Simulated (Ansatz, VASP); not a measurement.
## AlNi in VASP and in Ansatz

```xyz
2
Lattice="2.6505 0.0000 0.0000 0.0000 2.6505 0.0000 0.0000 0.0000 2.7658" Properties=species:S:1:pos:R:3 pbc="T T T"
Al    0.0000    0.0000    0.0000
Ni    1.3253    1.3253    1.3829
```

Change from the starting cell: strain -0.080 along x and y, -0.040 along z, atoms carried along.

Alike in both runs: task single point; functional PBE; k mesh 16 × 16 × 16; occupations gaussian, width 0.15 eV; no spin polarisation.

|  | VASP | Ansatz |
| --- | --- | --- |
| version | VASP 6.6.1 | Ansatz 0.2.0 |
| potentials or method | VASP PAW PBE potentials, release 64 (Al, Ni) | scalar-relativistic, plane waves, PAW |
| plane-wave cutoff (eV) | 520 | 420 |
| valence electrons in the cell | 13 | 21 |

Ansatz gave:

- gap on the k mesh at the Fermi level (eV): none
- pressure (GPa): 56.6
- largest component of the traceless stress (GPa): 3.65

Problem. Which values does VASP return?

Solution. gap on the k mesh at the Fermi level (eV): none; pressure (GPa): 56.7; largest component of the traceless stress (GPa): 3.72.

A gap of «none» marks a metal or a gap that the smearing closes. With one functional, cell and mesh, what is left measures potentials, basis and numerics. The two sets of potentials don't hold the same shells in valence.

Caveats: so large a pressure means that the cell lies far from this level's equilibrium, or that cutoff or potentials fall short (VASP). Spin polarisation is off, so any magnetic state and its effect on volume and gap are missing.
